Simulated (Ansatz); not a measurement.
Runs of Ansatz 0.2.0 on Au. The structure is orthorhombic, space group Cmcm (No. 63). Conventional cell: a = 2.823 Å, b = 5.112 Å, c = 4.893 Å, α = 90.00°, β = 90.00°, γ = 90.00°. Au (site symmetry m2m) is surrounded by 12 Au at 2.82 to 2.97 Å. This isn't the form of Au at room conditions, which is fcc.

```tsv
task	level	potentials or basis	spin	k mesh	cutoff (eV)	points for each segment of the path	mesh quality	V0 of scaled cells (Å³/atom)	B0 (GPa)
equation of state	PBE0	Ansatz PAW	off	6 × 6 × 4	420	-	coarse	17.71	(a)
equation of state	PBEsol	PseudoDojo stringent	off	11 × 11 × 6	1034	-	not flagged	17.03	173
equation of state	r2SCAN	Ansatz PAW	off	11 × 11 × 6	500	-	not flagged	17.61	152
equation of state	PBEsol	Ansatz PAW earlier set	off	11 × 11 × 6	617	-	not flagged	17.07	(b)
```

Alike in all rows: cell as given; smearing fermi-dirac 0.05 eV.

Task: Estimate the missing entries.

Result: (a) 136; (b) 172.

Caveats: some runs use coarse meshes; the cell was scaled at fixed shape and fractional positions, which overstates the stiffness of a crystal with free parameters, most of all of layers and chains; the PAW data sets come from PBE, with cores solved anew for the run's functional, which leaves a small shift of forces and pressure (some runs).

Not every run made on this cell is shown here.
